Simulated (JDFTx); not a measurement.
# Ge: equation of state with PBEsol

**What was measured.**

From “Sub-monolayer structures of Ag overlayers on Ge(111): experimental observations and first-principles study”, 2019, arxiv:1908.00180, for a bulk crystal of Ge: bulk modulus 75.8 GPa.

Crystal: Ge.

```
Ge
1.0
     0.00000    2.82891    2.82891
     2.82891    0.00000    2.82891
     2.82891    2.82891    0.00000
Ge
2
Direct
  0.75000 0.75000 0.75000
  0.50000 0.50000 0.50000
```

```json
{
  "Program": "JDFTx 1.7.0 (patched build)",
  "Task": "equation of state",
  "Functional": "PBEsol",
  "Potentials or basis": "PseudoDojo-SR-PBEsol-0.4.1-standard with smoothed tails",
  "Cutoff": "1061 eV",
  "Density cutoff": "8490 eV",
  "k mesh": "8 × 8 × 8",
  "Occupations": "fermi-dirac, width 0.05 eV",
  "Spin": "no spin polarisation",
  "Local potential set to -Z/r beyond": "6 bohr",
  "Bands": "21",
  "Density cutoff over wavefunction cutoff": "8",
  "Max SCF steps": "100",
  "SCF threshold on the energy": "1e-09 Ha",
  "Solver of the electrons": "scf"
}
```

| Property | Result |
| --- | --- |
| Equilibrium volume | 22.86 Å³/atom |
| Bulk modulus | 66 GPa |
| Pressure derivative of the bulk modulus | 4.8 (rough: it moves with the points fitted) |

Energy against volume, from the lowest point:
```
volume (Å³/atom)  energy (meV/atom)
          21.281              25.43
          21.733              12.15
          22.186               3.90
          22.639               0.03
          23.092               0.00
          23.545               3.50
          23.997              10.17
```

Measured bulk modulus of Ge: 75.8 GPa (quoted in “Sub-monolayer structures of Ag overlayers on Ge(111): experimental observations and first-principles study”, 2019, arxiv:1908.00180). This calculation gives 66 GPa (-12.8 %). The fit is for a static lattice scaled at fixed shape and fixed fractional positions. The cell as given is a measured one (22.64 Å³/atom); PBEsol puts the equilibrium volume +1.0 % from it, thermal expansion not counted.
